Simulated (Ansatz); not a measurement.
Relaxed GeTe (alpha-GeTe type, space group R3m):

```xyz
4
Lattice="4.2266 2.4402 7.2798 -2.1133 1.2201 3.6399 0.0000 -2.4402 3.6399" Properties=species:S:1:pos:R:3 pbc="T T T"
Ge     0.0000     0.0000     2.5578
Ge     2.1133     1.2201     6.1977
Te     0.0000     0.0000     8.3620
Te     2.1133     1.2201    12.0019
```

Scan: atom 3 (Te, nearest neighbour Ge at 2.852 Å; its periodic images, 4.2 Å or more away, move with it) is displaced along Cartesian [111], direction (0.577, 0.577, 0.577) in Cartesian axes, by s. The other atoms stay.

These are PBE (plane waves to 420 eV, PAW, scalar-relativistic; Ansatz, a program for electronic structure) values and carry that method's errors. k mesh 4×8×8 (Γ-centred), Fermi-Dirac smearing 0.05 eV. Energies are smeared free energies. Compression counts positive. F⊥ is the part of the force across the line. GeTe was relaxed with its symmetry unable to fall. Spin-orbit coupling is left out, though Te is heavy. ΔE is measured from the undisplaced structure.

```csv
s (Å),ΔE (eV/cell),P (GPa),|F⊥| (eV/Å)
-0.570,0.507,[?],0.310
-0.456,0.337,0.38,0.221
-0.342,0.200,-0.01,0.136
-0.228,0.095,-0.20,0.069
-0.114,0.026,-0.20,0.031
0.000,0.000,0.00,0.012
0.114,0.027,0.42,0.027
0.228,0.119,1.05,0.108
0.342,[?],1.91,0.258
0.456,0.538,3.02,0.507
0.570,0.888,4.38,0.899
```

Task: Some entries are withheld; supply them.

Result: 
- -0.570, P (GPa): 0.94
- 0.342, ΔE (eV/cell): 0.285

(A displaced cell: forces are minus the slopes of the energy, force constants its curvatures, and phonons follow from these.)
